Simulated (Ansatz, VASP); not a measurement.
Two plane-wave programs on MgSi

File INCAR:

```
SYSTEM = MgSi
PREC = Accurate
ENCUT = 520
EDIFF = 1E-6
ISMEAR = 0
SIGMA = 0.15
LREAL = .FALSE.
LASPH = .TRUE.
NELM = 100
ALGO = Fast
ISIF = 2
LWAVE = .FALSE.
LCHARG = .TRUE.
GGA = PS
LELF = .TRUE.
LVHAR = .TRUE.
NBANDS = 10
```

File KPOINTS:

```
Automatic mesh
0
G
  18 18 14
  0 0 0
```

Contents of POSCAR:

```
MgSi
1.0
    2.9083940000      0.0000000000      0.0000000000
    0.0000000000      2.9083940000      0.0000000000
    0.0000000000      0.0000000000      4.1034270000
Mg Si
1 1
Direct
    0.0000000000      0.0000000000      0.0000000000
    0.5000000000      0.5000000000      0.5000000000
```

Input for Ansatz:

```yaml
crystal:
  lattice:
    - [2.908394, 0.0, 0.0]
    - [0.0, 2.908394, 0.0]
    - [0.0, 0.0, 4.103427]
  atoms:
    - { symbol: Mg, position: [0.0, 0.0, 0.0] }
    - { symbol: Si, position: [0.5, 0.5, 0.5] }
basis:
  ecutwfc: 420
kpoints:
  mp_grid: { grid: [18, 18, 14] }
hamiltonian:
  xc: pbesol
scf:
  occupations: { method: gaussian, width: 0.15 }
output:
  forces: true
  stress: true
  eigenvalues: true
```

The cell comes from a database or a generator and needn't be the stable form of this composition.

Alike in both runs: task single point; functional PBEsol; k mesh 18 × 18 × 14; occupations gaussian, width 0.15 eV; no spin polarisation.

```csv
,VASP,Ansatz
version,VASP 6.6.1,Ansatz 0.2.0
potentials or method,"VASP PAW PBE potentials, release 64 (Mg, Si)","scalar-relativistic, plane waves, PAW"
plane-wave cutoff (eV),520,420
valence electrons in the cell,6,14
```

```csv
,VASP,Ansatz,Ansatz less VASP
gap on the k mesh at the Fermi level (eV),none,none,-
pressure (GPa),-1.6,-1.6,+0.04
largest component of the traceless stress (GPa),2.06,2.03,-0.028
```

A gap of «none» marks a metal or a gap that the smearing closes. The two sets of potentials don't hold the same shells in valence.

Caveats: the PAW data sets were made with another functional, which shifts forces and pressure a little (VASP).
